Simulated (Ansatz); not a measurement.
# Ni started on a Ge site in diamond Ge, 64 atoms, charge 0

How does the host give way around this defect, what does it cost to form, and which levels does it put into the gap? The levels of theory are PBEsol.

All numbers are computed with Ansatz 0.2.0 (PAW, plane waves).

## (1) Starting point

64 atoms (63 Ge, 1 Ni); a = 11.351 Å, b = 11.351 Å, c = 11.351 Å, α = 90.00°, β = 90.00°, γ = 90.00°. All atoms were shaken off their sites by about 0.02 Å along each axis; atoms next to an added one may be pushed further to make room. Defect site 1: (0.500, 0.500, 0.500). Starting moments add up to 2 μB.

Steps to follow: (2) PBEsol relaxation at the single k point (¼, ¼, ¼), on 1 × NVIDIA GB200 with 8 threads of Arm Neoverse-V2.

## (2) Relaxing the atoms with PBEsol

in.yaml reads:

```yaml
crystal:
  lattice:
    - [11.351184, 0.000000, 0.000000]
    - [0.000000, 11.351184, 0.000000]
    - [0.000000, 0.000000, 11.351184]
  atoms:
    - { symbol: Ge, position: [0.996844, 0.000605, 0.999578] }
    - { symbol: Ge, position: [0.998483, 0.995693, 0.498023] }
    - { symbol: Ge, position: [0.998205, 0.501569, 0.000600] }
    - { symbol: Ge, position: [0.003304, 0.500018, 0.500607] }
    - { symbol: Ge, position: [0.497183, 0.998863, 0.000046] }
    - { symbol: Ge, position: [0.498437, 0.999833, 0.500501] }
    - { symbol: Ge, position: [0.501302, 0.496764, 0.002009] }
    - { symbol: Ge, position: [0.122973, 0.127541, 0.123532] }
    - { symbol: Ge, position: [0.125477, 0.129701, 0.625333] }
    - { symbol: Ge, position: [0.124622, 0.626326, 0.123261] }
    - { symbol: Ge, position: [0.126566, 0.626130, 0.626228] }
    - { symbol: Ge, position: [0.622887, 0.125576, 0.124705] }
    - { symbol: Ge, position: [0.625195, 0.123854, 0.621940] }
    - { symbol: Ge, position: [0.628628, 0.624257, 0.123956] }
    - { symbol: Ge, position: [0.624341, 0.628427, 0.624107] }
    - { symbol: Ge, position: [0.250644, 0.252993, 0.002210] }
    - { symbol: Ge, position: [0.248764, 0.253317, 0.496959] }
    - { symbol: Ge, position: [0.248949, 0.750384, 0.999501] }
    - { symbol: Ge, position: [0.251100, 0.749737, 0.499545] }
    - { symbol: Ge, position: [0.750946, 0.250709, 0.998840] }
    - { symbol: Ge, position: [0.750162, 0.250631, 0.501744] }
    - { symbol: Ge, position: [0.750874, 0.745510, 0.999785] }
    - { symbol: Ge, position: [0.752269, 0.747503, 0.504218] }
    - { symbol: Ge, position: [0.376993, 0.376370, 0.123708] }
    - { symbol: Ge, position: [0.374605, 0.375550, 0.624392] }
    - { symbol: Ge, position: [0.373987, 0.876525, 0.122672] }
    - { symbol: Ge, position: [0.376269, 0.872751, 0.621306] }
    - { symbol: Ge, position: [0.875545, 0.378971, 0.123882] }
    - { symbol: Ge, position: [0.876931, 0.378747, 0.627476] }
    - { symbol: Ge, position: [0.876263, 0.872440, 0.124660] }
    - { symbol: Ge, position: [0.876450, 0.873268, 0.622265] }
    - { symbol: Ge, position: [0.249305, 0.001022, 0.250708] }
    - { symbol: Ge, position: [0.249431, 0.999832, 0.750551] }
    - { symbol: Ge, position: [0.251490, 0.496709, 0.247414] }
    - { symbol: Ge, position: [0.250276, 0.499898, 0.747452] }
    - { symbol: Ge, position: [0.752360, 0.999938, 0.250473] }
    - { symbol: Ge, position: [0.746025, 0.001250, 0.749205] }
    - { symbol: Ge, position: [0.751571, 0.501383, 0.251848] }
    - { symbol: Ge, position: [0.748288, 0.500713, 0.750262] }
    - { symbol: Ge, position: [0.375187, 0.123071, 0.376468] }
    - { symbol: Ge, position: [0.374566, 0.128009, 0.878087] }
    - { symbol: Ge, position: [0.373096, 0.624018, 0.377164] }
    - { symbol: Ge, position: [0.375010, 0.625190, 0.875936] }
    - { symbol: Ge, position: [0.872697, 0.121563, 0.373119] }
    - { symbol: Ge, position: [0.872775, 0.123076, 0.876387] }
    - { symbol: Ge, position: [0.872330, 0.625122, 0.372084] }
    - { symbol: Ge, position: [0.873826, 0.624349, 0.874157] }
    - { symbol: Ge, position: [0.999150, 0.249512, 0.247734] }
    - { symbol: Ge, position: [0.000609, 0.250128, 0.751632] }
    - { symbol: Ge, position: [0.000398, 0.750127, 0.251650] }
    - { symbol: Ge, position: [0.999479, 0.751878, 0.750972] }
    - { symbol: Ge, position: [0.502719, 0.249356, 0.249493] }
    - { symbol: Ge, position: [0.502428, 0.250809, 0.749978] }
    - { symbol: Ge, position: [0.500291, 0.748659, 0.250838] }
    - { symbol: Ge, position: [0.500681, 0.753248, 0.749132] }
    - { symbol: Ge, position: [0.123373, 0.377343, 0.373147] }
    - { symbol: Ge, position: [0.123555, 0.376753, 0.876303] }
    - { symbol: Ge, position: [0.127473, 0.875372, 0.376063] }
    - { symbol: Ge, position: [0.121322, 0.877659, 0.876302] }
    - { symbol: Ge, position: [0.625927, 0.375592, 0.374738] }
    - { symbol: Ge, position: [0.625434, 0.372227, 0.875012] }
    - { symbol: Ge, position: [0.625827, 0.875854, 0.374626] }
    - { symbol: Ge, position: [0.625008, 0.874397, 0.874422] }
    - { symbol: Ni, position: [0.498833, 0.502856, 0.498862], spin: 2 }
  symmetry: { detect: false }
kpoints:
  mp_grid: { grid: [1, 1, 1], shift: [0.25, 0.25, 0.25] }
hamiltonian:
  xc: pbesol
magnetization:
  spin_polarized: true
scf:
  occupations: { method: fermi_dirac, width: 0.01 }
relax:
  f_tol: 0.03
  max_steps: 80
  escape_saddle: false
  adjacent_minimum: "off"
output:
  forces: true
  eigenvalues: true
  populations: true
```

Launch:

```console
ansatz run in.yaml --threads 8 --pin off --max-ram 118750MiB --runs-dir r --events-out ev --progress --plain --backend cuda --devices 0, --max-vram 170GiB
```

**Question.** What will these runs give? Wanted: for each run, formation energy; host gap; top filled to lowest empty; moment.

**Answer**, as computed:

| level | time | formation energy (eV) | host gap (eV) | top filled to lowest empty (eV) | moment (μB) |
| --- | --- | --- | --- | --- | --- |
| PBEsol, relaxation | 10 s (GPU) | 0.62 | 0.00 | 0.69 | 0.00 |

| quantity | value |
| --- | --- |
| relaxation | 4 recorded steps, 1.11 eV gained |
| largest shift | 0.22 Å (Ge60) |

**What this shows.** Relaxation gains 1.11 eV, with shifts up to 0.22 Å (Ge60). Part of this undoes the random shake of the start. Spin–orbit coupling is left out, which matters for the band edges of the heavier elements here. The host's edges were read at Γ, so band-like levels at this k point need not coincide with them. Finite-cell errors of some tenths of an eV remain in such numbers.
